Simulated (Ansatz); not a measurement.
# NaF: the cost of one run

Method: DFT PBE, scalar-relativistic, plane waves, PAW, in Ansatz 0.2.0.

1 further run of the same task is left out (set aside as unsound or not needed).

### Step 1. The system as given

It takes space group P6_3/mmc (No. 194, hexagonal). The conventional cell has a = 3.942 Å, b = 3.942 Å, c = 4.656 Å, α = 90.00°, β = 90.00°, γ = 120.00°. Around Na (site symmetry -6m2) lie 5 F at 2.28 to 2.33 Å. Around F (site symmetry -6m2) lie 5 Na at 2.28 to 2.33 Å.

Coordinates:

```
Na F
1.0
     3.94219    0.00000    0.00000
    -1.97110    3.41404    0.00000
     0.00000    0.00000    4.65571
Na F
2 2
Cartesian
  0.0000 2.2760 4.6557
  1.9711 1.1380 2.3279
  1.9711 1.1380 0.0000
  0.0000 2.2760 2.3279
```

It is the end of an earlier relaxation with the same method, from a generated guess; it needn't be the stable form of this composition. At a tolerance of 0.02 Å it has space group P6_3/mmc (No. 194); it has 15.67 Å³/atom, an uncorrected energy of -2.68 eV/atom over the elements.

### Step 2. Static run: bands, density of states and charges

input.yaml

```yaml
crystal:
  lattice:
    - [3.9421902262, 0.0, 0.0]
    - [-1.9710951131, 3.4140368824, 0.0]
    - [0.0, 0.0, 4.6557054212]
  atoms:
    - { symbol: Na, position: [0.3333333333, 0.6666666667, 1.0] }
    - { symbol: Na, position: [0.6666666667, 0.3333333333, 0.5] }
    - { symbol: F, position: [0.6666666667, 0.3333333333, 0.0] }
    - { symbol: F, position: [0.3333333333, 0.6666666667, 0.5] }
basis:
  ecutwfc: 420
kpoints:
  mp_grid: { grid: [9, 9, 6] }
  band_path:
    path:
      - [[0.0, 0.0, 0.0], [0.5, 0.0, 0.0], [0.33333333, 0.33333333, 0.0], [0.0, 0.0, 0.0], [0.0, 0.0, 0.5], [0.5, 0.0, 0.5], [0.33333333, 0.33333333, 0.5], [0.0, 0.0, 0.5]]
      - [[0.5, 0.0, 0.5], [0.5, 0.0, 0.0]]
      - [[0.33333333, 0.33333333, 0.5], [0.33333333, 0.33333333, 0.0]]
    npoints: 14
hamiltonian:
  xc: pbe
scf:
  occupations: { method: gaussian, width: 0.02 }
  n_extra_bands: 10
output:
  forces: true
  stress: true
  eigenvalues: true
  populations: true
  dos: { projected: true, de: 0.02, nscf_kmesh: { grid: [14, 14, 9] } }
  bader: true
  write_density: true
  write_potential: true
  elf: true
  volumetric_format: npy
```

Command:

```console
$ ansatz run input.yaml --threads 1 --pin off --max-ram 2048MiB --backend cpu --events-out ev --progress --plain --runs-dir out
```

What time and memory should one allow on 1 thread of Intel Xeon 6975P-C (Granite Rapids), shared host?

About 23 s, with a peak of 0.43 GiB.
